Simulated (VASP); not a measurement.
# MgS (F-43m) in VASP: further runs

One crystal, MgS, is run at these levels: PBE; tasks: single point, relaxation of cell and atoms.

Program: VASP 6.6.1. These are calculated values, not measurements. Logs are shortened: lines on timing, memory, paths and dates and some standing lists are left out, and cuts for length are marked.

## 1. The crystal as given

Symmetry: F-43m, No. 216, cubic system. The conventional cell has a = 5.697 Å, b = 5.697 Å, c = 5.697 Å, α = 90.00°, β = 90.00°, γ = 90.00°. Mg (site symmetry -43m) has 4 S at 2.47 Å as nearest neighbours. Around S (site symmetry -43m) lie 4 Mg at 2.47 Å.

The cell comes from a database or a generator and needn't be the stable form of this composition.

## 2. Single point, PBE (Mg replaced by Ba, lengths x 1.180, strained and moved within the space group)

INCAR reads:

```
SYSTEM = BaS
PREC     = Accurate       ! precision mode
ENCUT    = 520            ! plane-wave cutoff, eV
EDIFF    = 1E-6           ! SCF threshold, eV
ISMEAR   = 0              ! smearing method
SIGMA    = 0.1            ! smearing width, eV
LREAL    = .FALSE.        ! projectors in reciprocal space
LASPH    = .TRUE.         ! aspherical terms in the spheres
NELM     = 100            ! most SCF steps
ALGO     = Fast           ! electronic algorithm
ISIF     = 2              ! what is computed and relaxed
LWAVE    = .FALSE.        ! write WAVECAR
LCHARG   = .TRUE.         ! write CHGCAR
GGA      = PE             ! functional
LELF     = .TRUE.         ! ELF
LVHAR    = .TRUE.       
NBANDS   = 15             ! bands
```

KPOINTS reads:

```
regular mesh
0
G
  6 6 6
  0 0 0
```

POSCAR reads:

```
BaS
1.0
    0.0000000000      3.3460021183      3.3460021183
    3.3460021183      0.0000000000      3.3460021183
    3.3460021183      3.3460021183      0.0000000000
Ba S
1 1
Direct
    0.0000000000      0.0000000000      0.0000000000
    0.7500000000      0.7500000000      0.7500000000
```

Potentials or basis: VASP PAW PBE potentials, release 64 (Ba_sv, S).

Launch:

```console
cat potpaw_PBE.64/Ba_sv/POTCAR potpaw_PBE.64/S/POTCAR > POTCAR
mpirun -np 1 vasp_std > vasp.out
```

OUTCAR:

```text
SYSTEM = BaS
   PREC = Accurate
   ENCUT = 520
   EDIFF = 1E-6
   ISMEAR = 0
   LREAL = .FALSE.
   LASPH = .TRUE.
   NELM = 100
   ISIF = 2
   GGA = PE

 ion  position               nearest neighbor table
   1  0.000  0.000  0.000-   2 2.90   2 2.90   2 2.90   2 2.90
   2  0.750  0.750  0.750-   1 2.90   1 2.90   1 2.90   1 2.90

  LATTYP: Found a face centered cubic cell.
 ALAT       =     6.6920042366

  Lattice vectors:

 A1 = (   0.0000000000,   3.3460021183,   3.3460021183)
 A2 = (   3.3460021183,   0.0000000000,   3.3460021183)
 A3 = (   3.3460021183,   3.3460021183,   0.0000000000)

Analysis of symmetry for initial positions (statically):
=====================================================================
 Subroutine PRICEL returns:
 Original cell was already a primitive cell.

 Routine SETGRP: Setting up the symmetry group for a
 face centered cubic supercell.

 Subroutine GETGRP returns: Found 24 space group operations
 (whereof 24 operations were pure point group operations)
 out of a pool of 48 trial point group operations.

The static configuration has the point symmetry T_d .

Analysis of symmetry for dynamics (positions and initial velocities):
=====================================================================
 Subroutine PRICEL returns:
 Original cell was already a primitive cell.

 Routine SETGRP: Setting up the symmetry group for a
 face centered cubic supercell.

 Subroutine GETGRP returns: Found 24 space group operations
 (whereof 24 operations were pure point group operations)
 out of a pool of 48 trial point group operations.

The dynamic configuration has the point symmetry T_d .

 Subroutine INISYM returns: Found 24 space group operations
 (whereof 24 operations are pure point group operations),
 and found     1 'primitive' translations

----------------------------------------------------------------------------------------

                                     Primitive cell

  volume of cell :      74.9219

  direct lattice vectors                    reciprocal lattice vectors
     0.000000000  3.346002118  3.346002118    -0.149432063  0.149432063  0.149432063
     3.346002118  0.000000000  3.346002118     0.149432063 -0.149432063  0.149432063
     3.346002118  3.346002118  0.000000000     0.149432063  0.149432063 -0.149432063

  length of vectors
     4.731961575  4.731961575  4.731961575     0.258823926  0.258823926  0.258823926

  position of ions in fractional coordinates (direct lattice)
     0.000000000  0.000000000  0.000000000
     0.750000000  0.750000000  0.750000000

  ion indices of the primitive-cell ions
   primitive index   ion index
                 1           1
                 2           2

----------------------------------------------------------------------------------------

 KPOINTS: regular mesh

Automatic generation of k-mesh.
 Grid dimensions read from file:
 generate k-points for:    6    6    6

 Generating k-lattice:

  Cartesian coordinates                     Fractional coordinates (reciprocal lattice)
    -0.024905344  0.024905344  0.024905344     0.166666667  0.000000000  0.000000000
     0.024905344 -0.024905344  0.024905344     0.000000000  0.166666667  0.000000000
     0.024905344  0.024905344 -0.024905344     0.000000000  0.000000000  0.166666667

  Length of vectors
     0.043137321  0.043137321  0.043137321

  Shift w.r.t. Gamma in fractional coordinates (k-lattice)
     0.000000000  0.000000000  0.000000000

 Subroutine IBZKPT returns following result:
 ===========================================

 Found     16 irreducible k-points:

 Following reciprocal coordinates:
            Coordinates               Weight
  0.000000  0.000000  0.000000      1.000000
  0.166667  0.000000  0.000000      8.000000
  0.333333  0.000000  0.000000      8.000000
  0.500000  0.000000  0.000000      4.000000
  0.166667  0.166667  0.000000      6.000000
  0.333333  0.166667  0.000000     24.000000
[... 8 lines left out ...]
 -0.333333  0.333333  0.166667     24.000000
 -0.333333  0.500000  0.166667     12.000000
   k-points           NKPTS =     16   k-points in BZ     NKDIM =     16   number of bands    NBANDS=     15
   number of dos      NEDOS =    301   number of ions     NIONS =      2
   total plane-waves  NPLWV =  46656
   dimension x,y,z NGX =    36 NGY =   36 NGZ =   36
   dimension x,y,z NGXF=    72 NGYF=   72 NGZF=   72
   ions per type =               1   1
   NGX,Y,Z   is equivalent  to a cutoff of  12.65, 12.65, 12.65 a.u.
   NGXF,Y,Z  is equivalent  to a cutoff of  25.30, 25.30, 25.30 a.u.
 SYSTEM =  BaS
   PREC   = accura    normal or accurate (medium, high low for compatibility)
   ISTART =      0    job   : 0-new  1-cont  2-samecut
   ICHARG =      2    charge: 1-file 2-atom 10-const
   ISPIN  =      1    spin polarized calculation?
   LNONCOLLINEAR =      F non collinear calculations
   LSORBIT =      F    spin-orbit coupling
   LASPH  =      T    aspherical Exc in radial PAW
   ENCUT  =  520.0 eV  38.22 Ry    6.18 a.u.   8.80  8.80  8.80*2*pi/ulx,y,z
   NELM   =    100;   NELMIN=  2; NELMDL= -5     # of ELM steps
   EDIFF  = 0.1E-05   stopping-criterion for ELM
   LREAL  =      F    real-space projection
   EDIFFG = 0.1E-04   stopping-criterion for IOM
   NSW    =      0    number of steps for IOM
   IBRION =     -1    ionic relax: 0-MD 1-quasi-New 2-CG
   NFREE  =      0    steps in history (QN), initial steepest desc. (CG)
   ISIF   =      2    stress and relaxation
   ISYM   =      2    0-nonsym 1-usesym 2-fastsym
   POTIM  = 0.5000    time-step for ionic-motion
   TEBEG  =    0.0;   TEEND  =   0.0 temperature during run
   PSTRESS=    0.0 pullay stress
   NELECT =      16.0000    total number of electrons
   NUPDOWN=      -1.0000    fix difference up-down
   EMIN   =  10.00;   EMAX   =-10.00  energy-range for DOS
   EFERMI =   0.00;   METHOD = LEGACY
   ISMEAR =     0;   SIGMA  =   0.10  broadening in eV -4-tet -1-fermi 0-gaus
   EFERMI_NEDOS =   21; number of points for ismear=-14 and -15
   IALGO  =     68    algorithm
   IMIX   =      4    mixing-type and parameters
     AMIX     =   0.40;   BMIX     =  1.00
     AMIX_MAG =   1.60;   BMIX_MAG =  1.00
  volume/ion in A,a.u.               =      37.46       252.80
  Fermi-wavevector in a.u.,A,eV,Ry     =   0.978540  1.849173 13.028132  0.957541
  Thomas-Fermi vector in A             =   2.109324
   LORBIT       =      0    0 simple, 1 ext, 2 COOP (PROOUT), +10 PAW based schemes
   GGA     = PE    functional components
   LHFCALC =     F    Hartree Fock is set to
   AEXX    =    0.0000 exact exchange contribution
   IVDW    =     0    specifies the selected vdW correction
   LEPSILON=     F    determine dielectric tensor
   LRPA    =     F    only Hartree local field effects (RPA)
 non-spin polarized calculation
 RMM-DIIS sequential band-by-band and
 Gauss-broadening in eV      SIGMA  =   0.10
  energy-cutoff  :      520.00
  volume of cell :       74.92
 maximum number of plane-waves:      2044
   NGX = 17   NGY = 17   NGZ = 17

 number of electron      16.0000000 magnetization

 Free energy of the ion-electron system (eV)
  ---------------------------------------------------
  ext. energy  EPLUGINS =         0.00000000
  ---------------------------------------------------
  free energy    TOTEN  =        -9.50201040 eV

  energy without entropy =       -9.50201040  energy(sigma->0) =       -9.50201040

 E-fermi :   0.9695     XC(G=0):  -7.7524

 val. band max:        0.5189128299   @ k =   0.5000   0.5000   0.0000
 cond. band min:       3.4856053054   @ k =   0.0000   0.0000   0.0000
 fundamental gap:      2.9666924755
 Fermi energy:         0.9695234972

 k-point     1 :       0.0000    0.0000    0.0000
  band No.  band energies     occupation
      1     -25.1974      2.00000
      2     -10.4152      2.00000
      3     -10.4152      2.00000
      4     -10.4152      2.00000
      5      -9.6519      2.00000
      6      -0.4792      2.00000
      7      -0.4792      2.00000
      8      -0.4792      2.00000
      9       3.4856      0.00000
     10       5.7110      0.00000
     11       5.7110      0.00000
     12       7.9839      0.00000
     13       7.9839      0.00000
     14       7.9839      0.00000
     15      11.5077      0.00000

 k-point     2 :       0.1667    0.0000    0.0000
  band No.  band energies     occupation
      1     -25.1891      2.00000
      2     -10.8772      2.00000
      3     -10.4334      2.00000
      4     -10.4334      2.00000
      5      -9.1922      2.00000
      6      -0.5163      2.00000
      7      -0.3815      2.00000
      8      -0.3815      2.00000
      9       4.1276      0.00000
     10       5.4843      0.00000
     11       5.4843      0.00000
     12       7.6641      0.00000
     13       8.5398      0.00000
     14       8.5398      0.00000
     15       9.7843      0.00000

 k-point     3 :       0.3333    0.0000    0.0000
  band No.  band energies     occupation
      1     -25.1724      2.00000
      2     -11.3812      2.00000
      3     -10.4691      2.00000
      4     -10.4691      2.00000
      5      -8.7120      2.00000
      6      -0.3523      2.00000
      7      -0.2017      2.00000
      8      -0.2017      2.00000
      9       5.0344      0.00000
     10       5.5581      0.00000
     11       5.5581      0.00000
     12       7.0450      0.00000
     13       8.2156      0.00000
     14       8.2156      0.00000
     15       8.6578      0.00000
[... 199 lines left out ...]
 k-point    15 :      -0.3333    0.3333    0.1667
  band No.  band energies     occupation
      1     -25.1557      2.00000
      2     -11.6249      2.00000
      3     -10.6676      2.00000
      4     -10.5557      2.00000
      5      -8.2610      2.00000
      6      -0.2773      2.00000
      7      -0.1374      2.00000
      8       0.3569      2.00000
      9       4.0924      0.00000
     10       5.0662      0.00000
     11       6.3425      0.00000
     12       7.8579      0.00000
     13       8.1966      0.00000
     14       8.9090      0.00000
     15      10.4778      0.00000

 k-point    16 :      -0.3333    0.5000    0.1667
  band No.  band energies     occupation
      1     -25.1530      2.00000
      2     -11.6679      2.00000
      3     -10.6540      2.00000
      4     -10.5975      2.00000
      5      -8.2024      2.00000
      6      -0.5749      2.00000
      7       0.1486      2.00000
      8       0.5166      2.00000
      9       3.9279      0.00000
     10       4.9632      0.00000
     11       6.8364      0.00000
     12       7.3155      0.00000
     13       8.4624      0.00000
     14      10.0124      0.00000
     15      10.2713      0.00000

------------------------ aborting loop because EDIFF is reached ----------------------------------------

  FORCE on cell =-STRESS in cart. coord.  units (eV):
  Direction    XX          YY          ZZ          XY          YZ          ZX
  --------------------------------------------------------------------------------------
  -------------------------------------------------------------------------------------
  Total        2.9642915      2.9642915      2.9642915      0.0000000      0.0000000     -0.0000000
  in kB       63.3903083     63.3903083     63.3903083      0.0000000      0.0000000     -0.0000000
  external PRESSURE =      63.3903083 kB  Pullay stress =       0.0000000 kB

 VOLUME and BASIS-vectors are now :
 -----------------------------------------------------------------------------
  energy-cutoff  :      520.00
  volume of cell :       74.92
      direct lattice vectors                 reciprocal lattice vectors
     0.000000000  3.346002118  3.346002118    -0.149432063  0.149432063  0.149432063
     3.346002118  0.000000000  3.346002118     0.149432063 -0.149432063  0.149432063
     3.346002118  3.346002118  0.000000000     0.149432063  0.149432063 -0.149432063

 POSITION                                       TOTAL-FORCE (eV/Angst)
 -----------------------------------------------------------------------------------
      0.00000      0.00000      0.00000        -0.000000     -0.000000     -0.000000
      5.01900      5.01900      5.01900         0.000000      0.000000      0.000000
 -----------------------------------------------------------------------------------
    total drift:                                0.000000      0.000000      0.000000

  FREE ENERGIE OF THE ION-ELECTRON SYSTEM (eV)
  ---------------------------------------------------
  free  energy   TOTEN  =        -9.5020104048 eV

  energy  without entropy=       -9.5020104048  energy(sigma->0) =       -9.50201040
```

Wall time 30 s (1 thread of Intel Xeon Platinum 8259CL at 2.50GHz (Skylake/Cascade Lake), shared host); peak memory 0.2 GiB.

What came out:

| Property | Result |
| --- | --- |
| Free energy | -9.5020 eV |
| Pressure | 6.3 GPa |
| Band gap on the k mesh | 2.97 eV, indirect (least direct gap 3.41 eV) |

Caveat: spin-orbit coupling is left out, which moves the levels of the heavy elements. A k mesh can miss the band edges.

## 3. Single point, PBE

This run's cell holds other atoms than the first one's.

INCAR reads:

```
SYSTEM = MgS
PREC = Accurate
ENCUT = 520
EDIFF = 1E-6
ISMEAR = 0
SIGMA = 0.02
LREAL = .False.
LASPH = .True.
NELM = 100
ALGO = Fast
ISIF = 2
LWAVE = .False.
LCHARG = .False.
GGA = PE
NBANDS = 11
```

KPOINTS reads:

```
regular mesh
0
Gamma
  8 8 8
  0 0 0
```

POSCAR reads:

```
MgS
1.0
    0.0000000000      2.8486069961      2.8486069961
    2.8486069961      0.0000000000      2.8486069961
    2.8486069961      2.8486069961      0.0000000000
Mg S
1 1
Direct
    0.0000000000      0.0000000000      0.0000000000
    0.7500000000      0.7500000000      0.7500000000
```

Potentials or basis: VASP PAW PBE potentials, release 64 (Mg, S).

Launch:

```console
cat potpaw_PBE.64/Mg/POTCAR potpaw_PBE.64/S/POTCAR > POTCAR
mpirun -np 1 vasp_std > vasp.out
```

Run time: 10 s. Hardware: 1 thread of AMD EPYC 9R45 (Zen 5), shared host; peak memory 0.14 GiB.

It converged, with:

```
Free energy            : -8.4729 eV
Pressure               : -0.1 GPa
Band gap on the k mesh : 3.37 eV, direct
```

Levels at points of the mesh, in eV from the valence-band top:
```csv
k point,band 1,band 2,band 3,band 4,band 5,band 6,band 7,band 8
"(0.00, 0.00, 0.00)",-11.21,0.00,0.00,0.00,3.37,7.90,7.90,7.90
"(0.50, 0.00, 0.00)",-10.55,-3.06,-0.32,-0.32,5.05,7.61,7.61,8.52
"(0.50, 0.50, 0.00)",-10.34,-2.76,-1.01,-1.01,3.90,5.62,10.98,12.14
```

Expect the measured gap to be larger: semilocal functionals such as PBE lack the derivative discontinuity.

## 4. Relaxation of cell and atoms, PBE

This run uses another cell than the first one, of 22.74 Å³/atom, 0.984 times its volume.

INCAR reads:

```
SYSTEM = MgS
PREC     = Accurate       ! precision mode
ENCUT    = 600            ! plane-wave cutoff, eV
EDIFF    = 1E-7           ! SCF threshold, eV
ISMEAR   = 0              ! smearing method
SIGMA    = 0.02           ! smearing width, eV
LREAL    = .False.        ! projectors in reciprocal space
LASPH    = .True.         ! aspherical terms in the spheres
NELM     = 100            ! most SCF steps
ALGO     = Normal         ! electronic algorithm
ISIF     = 3              ! what is computed and relaxed
LWAVE    = .False.        ! write WAVECAR
LCHARG   = .False.        ! write CHGCAR
GGA      = PE             ! functional
IBRION   = 2              ! ionic algorithm
NSW      = 100            ! ionic steps
EDIFFG   = -0.005         ! ionic threshold
```

KPOINTS is that of step 3.

POSCAR reads:

```
MgS
1.0
    0.0000000000      2.8331200468      2.8331200468
    2.8331200468      0.0000000000      2.8331200468
    2.8331200468      2.8331200468      0.0000000000
Mg S
1 1
Direct
    0.0000000000      0.0000000000      0.0000000000
    0.7500000000      0.7500000000      0.7500000000
```

Launch:

```console
cat potpaw_PBE.64/Mg/POTCAR potpaw_PBE.64/S/POTCAR > POTCAR
mpirun -np 1 vasp_std > vasp.out
```

It took 17 s on 1 thread of AMD EPYC 9R45 (Zen 5), shared host; peak memory 0.16 GiB.

The run converged. Its results:

| Item | Value |
| --- | --- |
| Free energy | -8.4733 eV |
| Relaxed volume | 23.06 Å³/atom |
| Relaxed cell | a = 4.025 Å, b = 4.025 Å, c = 4.025 Å, α = 60.00°, β = 60.00°, γ = 60.00° |
| Space group after relaxing (to 0.05 Å) | F-43m (No. 216) |
| Energy gained by relaxing | 0.8 meV/atom |
| Ionic steps | 3 |
| Pressure after relaxing | 0.0 GPa |
| Band gap on the k mesh | 3.38 eV, direct |

The path:
```csv
step,energy change (eV),largest force (eV/Å),pressure (GPa),volume (Å³)
1,0.0000,0.0000,0.81,45.48
2,-0.0016,0.0000,-0.14,46.24
3,-0.0016,0.0000,0.00,46.12
```

Final structure:
```cif
data_structure
_symmetry_space_group_name_H-M 'P 1'
_symmetry_Int_Tables_number 1
_cell_length_a 4.0255
_cell_length_b 4.0255
_cell_length_c 4.0255
_cell_angle_alpha 60.000
_cell_angle_beta 60.000
_cell_angle_gamma 60.000
_cell_volume 46.12
loop_
_atom_site_label
_atom_site_type_symbol
_atom_site_fract_x
_atom_site_fract_y
_atom_site_fract_z
_atom_site_occupancy
Mg1 Mg 0.00000 0.00000 0.00000 1
S1 S 0.75000 0.75000 0.75000 1
```

Levels at points of the mesh, in eV from the valence-band top:
```tsv
k point	band 1	band 2	band 3	band 4	band 5	band 6	band 7	band 8
(0.00, 0.00, 0.00)	-11.21	0.00	0.00	0.00	3.38	7.91	7.91	7.91
(0.50, 0.00, 0.00)	-10.56	-3.07	-0.32	-0.32	5.06	7.61	7.61	8.53
(0.50, 0.50, 0.00)	-10.35	-2.76	-1.01	-1.01	3.90	5.63	11.00	12.16
```

## 5. Overview

| task | potentials or basis | cell | k mesh | cutoff (eV) | smearing | gap on the mesh (eV) | pressure (GPa) |
| --- | --- | --- | --- | --- | --- | --- | --- |
| single point | VASP PAW PBE potentials, release 64 (Ba_sv, S) | Mg replaced by Ba, lengths x 1.180, strained and moved within the space group | 6 × 6 × 6 | 520 | gaussian 0.1 eV | 2.97 | 6.3 |
| single point | VASP PAW PBE potentials, release 64 (Mg, S) | F-43m, 23.12 Å³/atom | 8 × 8 × 8 | 520 | gaussian 0.02 eV | 3.37 | -0.1 |
| relaxation of cell and atoms | VASP PAW PBE potentials, release 64 (Mg, S) | relaxed | 8 × 8 × 8 | 600 | gaussian 0.02 eV | 3.38 | 0.0 |

Alike in all rows: level PBE; no spin polarisation.

Caveats: spin-orbit coupling is left out, which moves the levels of the heavy elements (some runs).

Total energies depend on the potentials used, so only differences within one code and one set of settings carry meaning.
